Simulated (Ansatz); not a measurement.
## C (P6/mmm), a vibration from a frozen displacement

Level of theory: DFT LDA, scalar-relativistic, plane waves, PAW (Ansatz). The runs took a 420 eV cutoff, a Γ-centred 12×12×10 mesh and Gaussian smearing (0.15 eV). No spin polarisation. Energies are free energies at this smearing, counted from the undisturbed cell; pressure is positive in compression.

The undisturbed cell (relaxed at this level; this form isn't the usual structure):

```
C
1.0
     4.77496    0.00000    0.00000
    -2.38748    4.13523    0.00000
     0.00000    0.00000    4.13198
C
10
Direct
  0.66667 0.33333 0.18346
  0.33333 0.66667 0.18346
  0.66667 0.33333 0.81654
  0.33333 0.66667 0.81654
  0.50000 0.50000 0.33953
  0.00000 0.50000 0.33953
  0.50000 0.00000 0.33953
  0.50000 0.50000 0.66047
  0.50000 0.00000 0.66047
  0.00000 0.50000 0.66047
```

Atom 5 (C) is moved by x along the Cartesian unit vector (0.707, -0.707, 0.000); the cell and all other atoms stay fixed. The cell's volume is 81.59 Å³; the moved atoms weigh 12.011 u together and the others 108.099 u.

```
  x (Å)  ΔE (meV/cell) total force on the moved atoms along the move (eV/Å) pressure (GPa)
-0.1000         225.01                                                4.5384          0.6728
-0.0600          80.56                                                2.6937          0.2355
 0.0000           0.00                                                0.0000         -0.0077
 0.0800         143.56                                               -3.6087          0.4266
```

Q: What frequency belongs to this motion?

A: The force constant is k = −dF/dx = 44.986 eV/Å², from the parabola through x = -0.0600, 0 and 0.0800. In every cell the moved atoms swing against the rest, so the mass is μ = m₁m₂/(m₁ + m₂) = 10.810 u, and ν̃ = 521.5 cm⁻¹ × √(|k|/μ) = 1064 cm⁻¹. The pattern needn't be a normal mode: ν̃² is then a weighted mean of the squared nonzero frequencies at the zone centre of this cell, so it lies between the lowest and the highest of them.

Q: How far does the harmonic law reach?

A: At x = -0.100 Å, kx²/2 = 224.93 meV against the computed 225.01 meV (+0.0 %): the well is still close to harmonic there.

In a metal these slopes depend on the k mesh and the smearing.